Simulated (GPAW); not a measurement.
Runs of GPAW 26.7.0 on AlN. The structure is hexagonal, space group P6_3mc (No. 186). Conventional cell: a = 3.113 Å, b = 3.113 Å, c = 4.981 Å, α = 90.00°, β = 90.00°, γ = 120.00°. Al (site symmetry 3m) is surrounded by 4 N at 1.89 Å. Around N (site symmetry 3m) lie 4 Al at 1.89 Å. 

```csv
task,level,potentials or basis,cell,k mesh,cutoff (eV),smearing,optimizer,fmax,max steps,target pressure,band path,mesh quality,gap on the mesh (eV),pressure (GPa),largest force (eV/Å)
relaxation of cell and atoms,LDA,"the program's PAW data sets (release 1.2.1) made for this functional, pw",relaxed to -1 GPa,7 × 7 × 4,800,fermi-dirac 0.05 eV,BFGS,0.02 eV/Å,60,-1 GPa,-,not flagged,(b),-1.0,0.01
relaxation of cell and atoms,RPBE,"the program's PAW data sets (release 1.2.1) made for this functional, pw",relaxed,7 × 7 × 4,800,fermi-dirac 0.05 eV,BFGS,0.01 eV/Å,40,-,-,not flagged,3.88,0.1,-
electron localisation function,PBEsol,"PAW data sets generated in the run's folder for this functional, pw",as given,5 × 5 × 3,680,fermi-dirac 0.01 eV,-,-,-,-,-,coarse,4.15,-1.2,0.14
band structure,PBEint,"PAW data sets generated in the run's folder for this functional, pw",as given,7 × 7 × 4,800,fermi-dirac 0.05 eV,-,-,-,-,"GMKGALHA,LM,KH",not flagged,(a),3.1,0.14
```

Alike in all rows: no spin polarisation.

Task: Fill in the values left out.

Result: (a) 4.13; (b) 4.38.

Caveats: some runs use coarse meshes; later steps reuse the first step's grids (some runs); the cutoff is short for stress and forces, so pressures can be off by a GPa or more (some runs).

Runs at the PBE level aren't shown here.
